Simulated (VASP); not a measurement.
A run of VASP 6.6.1 is set up as follows.

Contents of INCAR:

```
PREC     = Accurate       # precision mode
ENCUT    = 520            # plane-wave cutoff, eV
EDIFF    = 1E-7           # SCF threshold, eV
ISMEAR   = 0              # smearing method
SIGMA    = 0.05           # smearing width, eV
LREAL    = False          # projectors in reciprocal space
LASPH    = True           # aspherical terms in the spheres
NELM     = 60             # most SCF steps
ALGO     = Fast           # electronic algorithm
ISIF     = 2              # what is computed and relaxed
LWAVE    = False          # write WAVECAR
LCHARG   = False          # write CHGCAR
GGA      = PS             # functional
NBANDS   = 24             # bands
```

The input KPOINTS:

```
regular mesh
0
Gamma
  9 9 4
```

Contents of POSCAR:

```
SrO
1.0
    3.4466894475      0.0000000000      0.0000000000
   -1.7233447238      2.9849206205      0.0000000000
    0.0000000000      0.0000000000      6.1240444203
Sr O
2 2
Direct
    0.3333333333      0.6666666667      0.2500000000
    0.6666666667      0.3333333333      0.7500000000
    0.0000000000      0.0000000000      0.0000000000
    0.0000000000      0.0000000000      0.5000000000
```

Potentials or basis: VASP PAW PBE potentials, release 64 (Sr_sv, O).

The run is started by

```sh
$ cat potpaw_PBE.64/Sr_sv/POTCAR potpaw_PBE.64/O/POTCAR > POTCAR
$ mpirun -np 1 vasp_std > vasp.out
```

(1) Predict the pressure.

(2) Predict the band gap on the k mesh.

## Answers

(1) 5.5 GPa.

(2) 3.04 eV, indirect (least direct gap 3.30 eV).

Caveat: the PAW data sets were made with another functional, which shifts forces and pressure a little; an odd mesh through Γ misses points on the zone boundary, where band edges often lie.
